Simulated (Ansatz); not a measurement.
Property card for Rb

Level of theory: Ansatz, DFT PBE+D3(BJ), scalar-relativistic, plane waves, PAW.

Plane waves to 420 eV, a k mesh through Γ of 10×10×10 on the computed 1-atom cell and Gaussian smearing (0.10 eV); no spin polarisation.

The structure is relaxed at this level of theory with its symmetry kept. This fcc form isn't the element's structure at ambient conditions.

```
Rb
1.0
     0.00000    3.50653    3.50653
     3.50653    0.00000    3.50653
     3.50653    3.50653    0.00000
Rb
1
Direct
  0.00000 0.00000 0.00000
```

* Space group: Fm-3m (No. 225)
* Volume per atom: 86.23 Å³
* Kohn–Sham band gap: none (metal)
* Density of states at the Fermi level: 0.92 states/eV per cell
* Löwdin character within 0.5 eV of the Fermi level: Rb 5s 87 %, unprojected 13 %
* Bader charges (e): Rb (1 in the cell) 0.00

Cost: 1 run of about 0.17 core-minutes, on Arm Neoverse V2 (shared hosts).